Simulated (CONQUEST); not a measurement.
# ZnSe (Stilleite) (F-43m) in CONQUEST: further runs, part 2 of 2

CONQUEST 1.3. The steps go on from the part before.

### Step 4. Single point, PBE

Input file Conquest_input:

```
IO.Title ZnSe
IO.Coordinates coords.dat
IO.FractionalAtomicCoords T
IO.Iprint 2
IO.Iprint_init 1
General.NumberOfSpecies 2
General.PseudopotentialType hamann
AtomMove.TypeOfRun static
AtomMove.FullStress T
Grid.GridCutoff 120
DM.SolutionMethod diagon
Diag.MPMesh T
Diag.GammaCentred T
Diag.MPMeshX 3
Diag.MPMeshY 3
Diag.MPMeshZ 2
Diag.kT 0.00183747
minE.SCTolerance 1e-6
SC.MaxIters 100
IO.AtomChargeOutput T
%block ChemicalSpeciesLabel
1 78.960 Se
2 65.390 Zn
%endblock
```

Input file coords.dat:

```
    7.5732633803     0.0000000000     0.0000000000
    0.0000000000     7.5732633803     0.0000000000
    0.0000000000     0.0000000000    10.7102117839
4
  0.0000000000   0.5000000000   0.2500000000 1 T T T
  0.5000000000   0.0000000000   0.7500000000 1 T T T
  0.0000000000   0.0000000000   0.0000000000 2 T T T
  0.5000000000   0.5000000000   0.5000000000 2 T T T
```

Potentials or basis: PseudoDojo NC PBE, SZP, grid cutoff 120 Ha.

Launch:

```
> Conquest
```

Standard output:

```text
Simulation cell dimensions:     7.5733 a0 x     7.5733 a0 x    10.7102 a0

      Atomic coordinates (a0)
         Atom         X         Y         Z  Species
            1    0.0000    3.7866    2.6776        1
            2    3.7866    0.0000    8.0327        1
            3    0.0000    0.0000    0.0000        2
            4    3.7866    3.7866    5.3551        2

         Monkhorst-Pack mesh:   3 x   3 x   2 gamma-centred
        This calculation includes non-local pseudopotentials,
         with a maximum core radius of      6.36632333

    Job title: ZnSe
    Job to be run: static calculation

[... 5 lines left out ...]
      Using Fermi-Dirac smearing

    Integration grid size:     40 x   40 x   60

    Integration grid spacing:  0.189 a0 x 0.189 a0 x 0.179 a0

    Number of species:  2
    --------------------------------------------------------
    |   #  mass (au)  Charge (e)  SF Rad (a0)  NSF  Label  |
    --------------------------------------------------------
    |   1     78.960      16.000        6.627   14  Se     |
    |   2     65.390      20.000        6.627   13  Zn     |
    --------------------------------------------------------
          SCF tolerance:                 0.00000100
          SCF iterations:               100

    The functional used will be GGA PBE96

           radial cut-off to be used is taken to be max PAO cut-off radius for this species:    6.366323

           greatest ang. mom. for making density from PAOs:  2

           radial cut-off to be used is taken to be max PAO cut-off radius for this species:    6.252882

           greatest ang. mom. for making density from PAOs:  2
    Minimum blocs/proc is     1500. Maximum blocs/proc is     1500
    set_atom_dens: In set_atomic_density, electrons :      72.000000000000
 matrix_size & matrix_size_padH =           54          54

    Screened ion int: energy:    -545.161706006287 Ha

    new_SC_potl: Starting.  Tolerance:  0.10000E-05

    PulayMixSC: Starting Pulay mixing, A_up =  0.500 A_dn =  0.500
    PulayMixSC: Spin non-polarised calculation.
          Harris-Foulkes Energy            :      -660.608822117577120 Ha
          (TS=0 as O(N) or entropic contribution is negligible)
          DFT Total Energy                 :      -660.548346943599881 Ha
          Total number of electrons        :        71.999999999999673
    PulayMixSC: Pulay iteration     1 residual:              0.14007E-02
          Harris-Foulkes Energy            :      -660.576421533740358 Ha
          (TS=0 as O(N) or entropic contribution is negligible)
          DFT Total Energy                 :      -660.574944241586081 Ha
          Total number of electrons        :        72.000020862794472
    PulayMixSC: Pulay iteration     2 residual:              0.44697E-03
          Harris-Foulkes Energy            :      -660.575347411535404 Ha
          (TS=0 as O(N) or entropic contribution is negligible)
          DFT Total Energy                 :      -660.575227207136095 Ha
          Total number of electrons        :        72.000033561259997
    PulayMixSC: Pulay iteration     3 residual:              0.18845E-03
          Harris-Foulkes Energy            :      -660.575255986124375 Ha
          (TS=0 as O(N) or entropic contribution is negligible)
          DFT Total Energy                 :      -660.575249716174426 Ha
          Total number of electrons        :        72.000042199893130
    PulayMixSC: Pulay iteration     4 residual:              0.26289E-04
          Harris-Foulkes Energy            :      -660.575251190300946 Ha
          (TS=0 as O(N) or entropic contribution is negligible)
          DFT Total Energy                 :      -660.575251170002957 Ha
          Total number of electrons        :        72.000042581647648
    PulayMixSC: Pulay iteration     5 residual:              0.19990E-05
          Harris-Foulkes Energy            :      -660.575251173182892 Ha
          (TS=0 as O(N) or entropic contribution is negligible)
          DFT Total Energy                 :      -660.575251171524314 Ha
          Total number of electrons        :        72.000042596566985
    PulayMixSC: Pulay iteration     6 residual:              0.24230E-06
    PulayMixSC: Reached SCF tolerance of  0.24230E-06 after      6 iterations
      | Number of electrons      =        72.000043
      |* band energy as 2Tr[K.H] =      -109.803502735038805 Ha
      |  screened ion-ion energy =      -545.161706006286636 Ha
      |  Ha correction           =         3.110649933120226 Ha
      |  XC correction           =        -8.720705149409090 Ha
      |* Harris-Foulkes energy   =      -660.575251173182892 Ha
      |* DFT total energy        =      -660.575251171524314 Ha
      |  estimated accuracy      =        -0.000000001658577 Ha

    force: Forces on atoms (Ha/a0)
    force:  Atom   X              Y              Z
    force:     1  -0.0000000000  -0.0000000000   0.0000000000
    force:     2  -0.0000000000  -0.0000000000  -0.0000000000
    force:     3  -0.0000000000  -0.0000000000   0.0000000000
    force:     4  -0.0000000000  -0.0000000000  -0.0000000000

    force: Maximum force :        0.00000000(Ha/a0) on atom         3 in z direction
    force: Force Residual:        0.00000000 Ha/a0
    force: Total stress:         -6.23926773     0.00000000     0.00000000 GPa
                             0.00000000    -6.23926773     0.00000000
                             0.00000000     0.00000000    -4.83188410
    force: Average pressure:      5.77013986 GPa

    force: Finished force
    get_E_and_F: Change in energy during last step of electronic optimisation:  0.17118E-07

    BIBLIOGRAPHY: Please consider citing the following references in the conquest.bib file

    CONQUEST:         Bowler2002pt, Miyazaki2004, Nakata2020
    Basis:            Bowler2019
    DM:               Bowler:2006xr
    Pseudopotentials: Hamann2013, Bowler2019
    XC functional:    Perdew1996
```

Wall time 27 s (1 thread of Intel Xeon Platinum 8259CL at 2.50GHz (Skylake/Cascade Lake), shared host); peak memory 0.43 GiB.

The run converged, but some of its settings lie outside the range that counts as converged, so its numbers aren't taken as properties of the crystal.

What came out:

```
Free energy            : -17975.1683 eV
Pressure               : 5.8 GPa
Band gap on the k mesh : 1.65 eV
Mulliken charges       : Se -0.38; Zn +0.38 e
```

Caveat: the k mesh is coarse (spacing up to 0.55 Å⁻¹), so the values aren't converged; the atomic basis is small; Mulliken charges move with the basis; an odd mesh through Γ misses points on the zone boundary, where band edges often lie; the basis of atomic orbitals isn't converged, which shifts pressures, moduli and gaps; the real-space grid breaks the cell's symmetry a little.

### Step 5. Single point, PBE

Changes to Conquest_input since step 4:

```diff
@@ -13,5 +13,5 @@
 Diag.GammaCentred T
-Diag.MPMeshX 3
-Diag.MPMeshY 3
-Diag.MPMeshZ 2
+Diag.MPMeshX 4
+Diag.MPMeshY 4
+Diag.MPMeshZ 3
 Diag.kT 0.00183747
```

coords.dat is that of step 4.

Launch:

```
> Conquest
```

Wall time 27 s (1 thread of Intel Xeon Platinum 8259CL at 2.50GHz (Skylake/Cascade Lake), shared host); peak memory 0.43 GiB.

The run converged. Its results:

```yaml
Free_energy: -17975.3132 eV
Pressure: 5.5 GPa
Band_gap_on_the_k_mesh: 1.67 eV
Mulliken_charges: Se -0.38; Zn +0.38 e
```

Levels at points of the mesh, in eV from the valence-band top:
```
           k point  band 33  band 34  band 35  band 36  band 37  band 38  band 39  band 40
(0.00, 0.00, 0.00)    -2.16     0.00     0.00     0.00     1.67     3.77     3.89     6.03
(0.00, 0.50, 0.00)    -2.55    -2.55    -0.91    -0.91     4.50     4.50     7.28     7.28
(0.50, 0.00, 0.00)    -2.55    -2.55    -0.91    -0.91     4.50     4.50     7.28     7.28
(0.50, 0.50, 0.00)    -2.17    -2.17    -2.16    -2.16     3.77     3.77     3.89     3.89
```

Caveat: the atomic basis is small; Mulliken charges move with the basis; the box holds several primitive cells, so bands are folded and the points are those of the box's own zone; the basis of atomic orbitals isn't converged, which shifts pressures, moduli and gaps; the real-space grid breaks the cell's symmetry a little.

### Step 6. Single point, PBE

Changes to Conquest_input since step 5:

```diff
@@ -13,5 +13,5 @@
 Diag.GammaCentred T
-Diag.MPMeshX 4
-Diag.MPMeshY 4
-Diag.MPMeshZ 3
+Diag.MPMeshX 5
+Diag.MPMeshY 5
+Diag.MPMeshZ 4
 Diag.kT 0.00183747
```

coords.dat is that of step 5.

Potentials or basis: PseudoDojo NC PBE, SZP, grid cutoff 120 Ha.

Launch:

```
> Conquest
```

Run time: 31 s. Hardware: 1 thread of Intel Xeon Platinum 8259CL at 2.50GHz (Skylake/Cascade Lake), shared host; peak memory 0.43 GiB.

Results (log left out):

```
Free energy            : -17975.3453 eV
Pressure               : 5.4 GPa
Band gap on the k mesh : 1.67 eV
Mulliken charges       : Se -0.38; Zn +0.38 e
```

Caveat: the atomic basis is small; Mulliken charges move with the basis; an odd mesh through Γ misses points on the zone boundary, where band edges often lie; the basis of atomic orbitals isn't converged, which shifts pressures, moduli and gaps; the real-space grid breaks the cell's symmetry a little.

### Step 7. The reference run

An earlier run on the cell as given: functional PBE; potentials or basis PseudoDojo NC PBE, DZP, grid cutoff 120 Ha; k mesh 7 × 7 × 5; occupations fermi-dirac, width 0.05 eV; no spin polarisation.

- Pressure: 4.3 GPa
- Band gap on the k mesh: 1.49 eV
- Mulliken charges: Se -0.11; Zn +0.11 e

### Step 8. Overview

| potentials or basis | k mesh | gap on the mesh (eV) | pressure (GPa) |
| --- | --- | --- | --- |
| PseudoDojo NC PBE, SZP, grid cutoff 120 Ha | 4 × 4 × 3 | 1.67 | 5.5 |
| PseudoDojo NC PBE, SZP, grid cutoff 120 Ha | 5 × 5 × 4 | 1.67 | 5.4 |
| PseudoDojo NC PBE, DZP, grid cutoff 120 Ha | 7 × 7 × 5 | 1.49 | 4.3 |

Alike in all rows: task single point; level PBE; no spin polarisation; cell as given; smearing fermi-dirac 0.05 eV.

Caveats: the basis of atomic orbitals isn't converged, which shifts pressures, moduli and gaps; the real-space grid breaks the cell's symmetry a little; the atomic basis is small (some runs); the box holds several primitive cells, so bands are folded and the points are those of the box's own zone (some runs); an odd mesh through Γ misses points on the zone boundary, where band edges often lie (some runs).

Absolute energies hang on the potentials; compare differences alone.

### Step 9. Comparison with measurements

Step 5. A measured gap of ZnSe is 2.695 eV (an exciton energy, a little under the gap; 300 K; “Alloy Disordering Effects on the Thermal Conductivity and Energy Gap Temperature Dependence of Cd1−xZnxSe Ternary Crystals Grown by the Bridgman Method”, 2023, pmc:10253836); the calculated 1.67 eV misses it by -1.03 eV. Spin-orbit coupling on Se is left out. The value is that of PBE in an atomic basis (PseudoDojo NC PBE, SZP, grid cutoff 120 Ha), whose error adds to the functional's,, without temperature or zero-point motion. Semilocal functionals fall short of measured gaps as a rule.

Step 6. The gap isn't set beside the deposited one, since this odd mesh misses points on the zone boundary.
